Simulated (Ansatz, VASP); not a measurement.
# Zr in VASP and in Ansatz

```xyz
2
Lattice="3.2320 0.0000 0.0000 -1.6160 2.7990 0.0000 0.0000 0.0000 5.1470" Properties=species:S:1:pos:R:3 pbc="T T T"
Zr    0.0000    1.8660    1.2868
Zr    1.6160    0.9330    3.8603
```

Alike in both runs: task relaxation of cell and atoms; functional revPBE; dispersion D3(BJ); k mesh 9 × 9 × 5; occupations methfessel-paxton of order 1, width 0.1 eV; no spin polarisation.

|  | VASP | Ansatz |
| --- | --- | --- |
| version | VASP 6.6.1 | Ansatz 0.2.0 |
| potentials or method | VASP PAW PBE potentials, release 64 (Zr_sv) | plane waves, PAW |
| plane-wave cutoff (eV) | 600 | 420 |
| valence electrons in the cell | 24 | 24 |

Ansatz gave:

| Property | Result |
| --- | --- |
| relaxed volume (Å³/atom) | 22.09 |
| relaxed cell length with the largest relative difference (Å) | 3.161 |
| energy change over the relaxation (meV/atom) | -19 |

Problem. What did VASP give for the same quantities?

Solution. Relaxed volume (Å³/atom): 22.08; relaxed cell length with the largest relative difference (Å): 3.161; energy change over the relaxation (meV/atom): -19.

Caveats: the PAW data sets were made with another functional, which shifts forces and pressure a little (VASP); pairwise dispersion overbinds metals, which lowers pressure and volume.
